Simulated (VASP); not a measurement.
# RbBr (Fm-3m) in VASP: further runs, part 2 of 2

VASP 6.6.1. Earlier steps stand in the parts before.

## 5. Relaxation of cell and atoms, PBE+D3(BJ)

This run uses another cell than the first one, of 40.90 Å³/atom, 1.016 times its volume.

The input, INCAR:

```
SYSTEM = RbBr
PREC = Accurate
ENCUT = 600
EDIFF = 1E-7
ISMEAR = 0
SIGMA = 0.03
LREAL = .FALSE.
LASPH = .TRUE.
NELM = 80
ALGO = Normal
ISIF = 3
LWAVE = .FALSE.
LCHARG = .FALSE.
GGA = PE
IVDW = 12
IBRION = 2
NSW = 90
EDIFFG = -0.005
```

The input, KPOINTS:

```
Automatic mesh
0
G
  8 8 8
  0 0 0
```

The input, POSCAR:

```
RbBr                                    
1.0
    0.0000000000      3.4455460278      3.4455460278
    3.4455460278      0.0000000000      3.4455460278
    3.4455460278      3.4455460278     -0.0000000000
  Rb              Br            
     1     1
Direct
     0.0000000000000000    0.0000000000000000    0.0000000000000000
     0.5000000000000000    0.5000000000000000    0.5000000000000000
```

Potentials or basis: VASP PAW PBE potentials, release 64 (Rb_sv, Br).

Started as:

```console
> cat potpaw_PBE.64/Rb_sv/POTCAR potpaw_PBE.64/Br/POTCAR > POTCAR
> mpirun -np 1 vasp_std > vasp.out
```

OUTCAR:

```text
SYSTEM = RbBr
   PREC = Accurate
   ENCUT = 600
   EDIFF = 1E-7
   ISMEAR = 0
   LREAL = .FALSE.
   LASPH = .TRUE.
   NELM = 80
   ISIF = 3
   GGA = PE
   IVDW = 12
   IBRION = 2
   NSW = 90
   EDIFFG = -0.005
 IVDW          = 12

 ion  position               nearest neighbor table
   1  0.000  0.000  0.000-   2 3.45   2 3.45   2 3.45   2 3.45   2 3.45   2 3.45
   2  0.500  0.500  0.500-   1 3.45   1 3.45   1 3.45   1 3.45   1 3.45   1 3.45

  LATTYP: Found a face centered cubic cell.
 ALAT       =     6.8910920556

  Lattice vectors:

 A1 = (   0.0000000000,   3.4455460278,   3.4455460278)
 A2 = (   3.4455460278,   0.0000000000,   3.4455460278)
 A3 = (   3.4455460278,   3.4455460278,   0.0000000000)

Analysis of symmetry for initial positions (statically):
=====================================================================
 Subroutine PRICEL returns:
 Original cell was already a primitive cell.

 Routine SETGRP: Setting up the symmetry group for a
 face centered cubic supercell.

 Subroutine GETGRP returns: Found 48 space group operations
 (whereof 48 operations were pure point group operations)
 out of a pool of 48 trial point group operations.

The static configuration has the point symmetry O_h .

Analysis of symmetry for dynamics (positions and initial velocities):
=====================================================================
 Subroutine PRICEL returns:
 Original cell was already a primitive cell.

 Routine SETGRP: Setting up the symmetry group for a
 face centered cubic supercell.

 Subroutine GETGRP returns: Found 48 space group operations
 (whereof 48 operations were pure point group operations)
 out of a pool of 48 trial point group operations.

The dynamic configuration has the point symmetry O_h .

 Subroutine INISYM returns: Found 48 space group operations
 (whereof 48 operations are pure point group operations),
 and found     1 'primitive' translations

----------------------------------------------------------------------------------------

[... 124 lines left out ...]
 non-spin polarized calculation
 Gauss-broadening in eV      SIGMA  =   0.03
  energy-cutoff  :      600.00
  volume of cell :       81.81
 maximum number of plane-waves:      2764
   NGX = 19   NGY = 19   NGZ = 19

 number of electron      16.0000000 magnetization

 Free energy of the ion-electron system (eV)
  ---------------------------------------------------
  ext. energy  EPLUGINS =         0.00000000
  ---------------------------------------------------
  free energy    TOTEN  =        -6.10463148 eV

  energy without entropy =       -6.10463148  energy(sigma->0) =       -6.10463148

 E-fermi :  -1.6427     XC(G=0):  -7.1697

 val. band max:       -1.8129725267   @ k =   0.0000   0.0000   0.0000
 cond. band min:       2.5085570433   @ k =   0.0000   0.0000   0.0000
 fundamental gap:      4.3215295700
 Fermi energy:        -1.6426525911

 k-point     1 :       0.0000    0.0000    0.0000
  band No.  band energies     occupation
      1     -26.2611      2.00000
      2     -13.9783      2.00000
      3     -10.3365      2.00000
      4     -10.3365      2.00000
      5     -10.3365      2.00000
      6      -1.8130      2.00000
      7      -1.8130      2.00000
      8      -1.8130      2.00000
      9       2.5086      0.00000
     10       5.4618      0.00000
     11       5.4618      0.00000
     12       5.4618      0.00000
[... 331 lines left out ...]
 k-point    24 :      -0.3750    0.2500    0.1250
  band No.  band energies     occupation
      1     -26.2512      2.00000
      2     -13.9853      2.00000
      3     -10.4007      2.00000
      4     -10.3873      2.00000
      5     -10.3190      2.00000
      6      -2.5589      2.00000
      7      -2.1564      2.00000
      8      -2.1334      2.00000
      9       5.1284      0.00000
     10       5.5670      0.00000
     11       6.9879      0.00000
     12       7.1224      0.00000

 [... further k-points ...]

------------------------ aborting loop because EDIFF is reached ----------------------------------------

 Edisp (eV)   -0.38430

 E8    (eV) :    -0.1882

  FORCE on cell =-STRESS in cart. coord.  units (eV):
  Direction    XX          YY          ZZ          XY          YZ          ZX
  --------------------------------------------------------------------------------------
  -------------------------------------------------------------------------------------
  Total      -0.00192    -0.00192    -0.00192    -0.00000     0.00000     0.00000
  in kB      -0.03752    -0.03752    -0.03752    -0.00000     0.00000     0.00000
  external pressure =       -0.04 kB  Pullay stress =        0.00 kB

 VOLUME and BASIS-vectors are now :
 -----------------------------------------------------------------------------
  energy-cutoff  :      600.00
  volume of cell :       81.81
      direct lattice vectors                 reciprocal lattice vectors
     0.000000000  3.445546028  3.445546028    -0.145114880  0.145114880  0.145114880
     3.445546028  0.000000000  3.445546028     0.145114880 -0.145114880  0.145114880
     3.445546028  3.445546028  0.000000000     0.145114880  0.145114880 -0.145114880

 POSITION                                       TOTAL-FORCE (eV/Angst)
 -----------------------------------------------------------------------------------
      0.00000      0.00000      0.00000        -0.000000     -0.000000      0.000000
      3.44555      3.44555      3.44555         0.000000      0.000000      0.000000
 -----------------------------------------------------------------------------------
    total drift:                                0.000000     -0.000000     -0.000000

  FREE ENERGIE OF THE ION-ELECTRON SYSTEM (eV)
  ---------------------------------------------------
  free  energy   TOTEN  =        -6.4889285305 eV

  energy  without entropy=       -6.4889285305  energy(sigma->0) =       -6.48892853

 reached required accuracy - stopping structural energy minimisation
```

It took 29 s on 1 thread of Intel Xeon Platinum 8375C at 2.90GHz (Ice Lake), shared host; peak memory 0.26 GiB.

What came out:

* Free energy: -6.4889 eV
* Pressure after relaxing: 0.0 GPa
* Band gap on the k mesh: 4.32 eV, direct
* Dispersion energy per atom: -0.192 eV

Final structure:
```
Rb Br
1.0
     0.00000    3.44555    3.44555
     3.44555    0.00000    3.44555
     3.44555    3.44555    0.00000
Rb Br
1 1
Direct
  0.00000 0.00000 0.00000
  0.50000 0.50000 0.50000
```

Caveat: the relaxation stopped at its first step, so nothing moved. A k mesh can miss the band edges.

## 6. Relaxation of the atoms, PBE+D3(BJ) (a relaxed cell with its volume scaled by 0.94)

Changes to INCAR since step 5:

```diff
@@ -9,4 +9,4 @@
 NELM = 80
-ALGO = Normal
-ISIF = 3
+ALGO = Fast
+ISIF = 2
 LWAVE = .FALSE.
@@ -16,3 +16,3 @@
 IBRION = 2
-NSW = 90
-EDIFFG = -0.005
+NSW = 40
+EDIFFG = -0.01
```

KPOINTS is that of step 5.

The input, POSCAR:

```
RbBr                                    
1.0
    0.0000000000      3.3752090258      3.3752090258
    3.3752090258      0.0000000000      3.3752090258
    3.3752090258      3.3752090258      0.0000000000
  Rb              Br            
     1     1
Direct
     0.0000000000000000    0.0000000000000000    0.0000000000000000
     0.5000000000000000    0.5000000000000000    0.5000000000000000
```

Potentials or basis: VASP PAW PBE potentials, release 64 (Rb_sv, Br).

Started as:

```console
> cat potpaw_PBE.64/Rb_sv/POTCAR potpaw_PBE.64/Br/POTCAR > POTCAR
> mpirun -np 1 vasp_std > vasp.out
```

It took 43 s on 1 thread of Intel Xeon Platinum 8375C at 2.90GHz (Ice Lake), shared host; peak memory 0.26 GiB.

Results (log left out):

* Free energy: -6.4746 eV
* Pressure after relaxing: 1.0 GPa
* Band gap on the k mesh: 4.48 eV, direct
* Dispersion energy per atom: -0.205 eV

Final structure:
```yaml
crystal:
  lattice:
    - [0.00000, 3.37521, 3.37521]
    - [3.37521, 0.00000, 3.37521]
    - [3.37521, 3.37521, 0.00000]
  atoms:
    - { symbol: Rb, position: [0.00000, 0.00000, 0.00000] }
    - { symbol: Br, position: [0.50000, 0.50000, 0.50000] }
```

Levels at points of the mesh, in eV from the valence-band top:
```tsv
k point	band 6	band 7	band 8	band 9	band 10	band 11
(0.00, 0.00, 0.00)	0.00	0.00	0.00	4.48	7.29	7.29
(0.50, 0.00, 0.00)	-1.07	-0.40	-0.40	6.93	7.88	9.63
(0.50, 0.50, 0.00)	-0.48	-0.16	-0.16	5.56	7.31	9.29
```

Caveat: the relaxation stopped at its first step, so nothing moved. A k mesh can miss the band edges.

## 7. Summary

| task | level | potentials or basis | cell | k mesh | cutoff (eV) | gap on the mesh (eV) | pressure (GPa) |
| --- | --- | --- | --- | --- | --- | --- | --- |
| relaxation of the atoms | PBE | VASP PAW PBE potentials, release 64 (Rb_pv, Br) | atoms relaxed from: a relaxed cell with its volume scaled by 1.04 | 4 × 4 × 4 | 300 | 4.06 | -0.4 |
| relaxation of the atoms | PBE | VASP PAW PBE potentials, release 64 (Rb_pv, Br) | atoms relaxed from: a relaxed cell with its volume scaled by 1.06 | 4 × 4 × 4 | 300 | 4.02 | -0.6 |
| relaxation of cell and atoms | PBE+D3(BJ) | VASP PAW PBE potentials, release 64 (Rb_sv, Br) | relaxed | 8 × 8 × 8 | 600 | 4.32 | 0.0 |
| relaxation of the atoms | PBE+D3(BJ) | VASP PAW PBE potentials, release 64 (Rb_sv, Br) | atoms relaxed from: a relaxed cell with its volume scaled by 0.94 | 8 × 8 × 8 | 600 | 4.48 | 1.0 |

Alike in all rows: no spin polarisation; smearing gaussian 0.03 eV.

Caveats: the relaxation stopped at its first step, so nothing moved.

Total energies depend on the potentials used, so only differences within one code and one set of settings carry meaning.
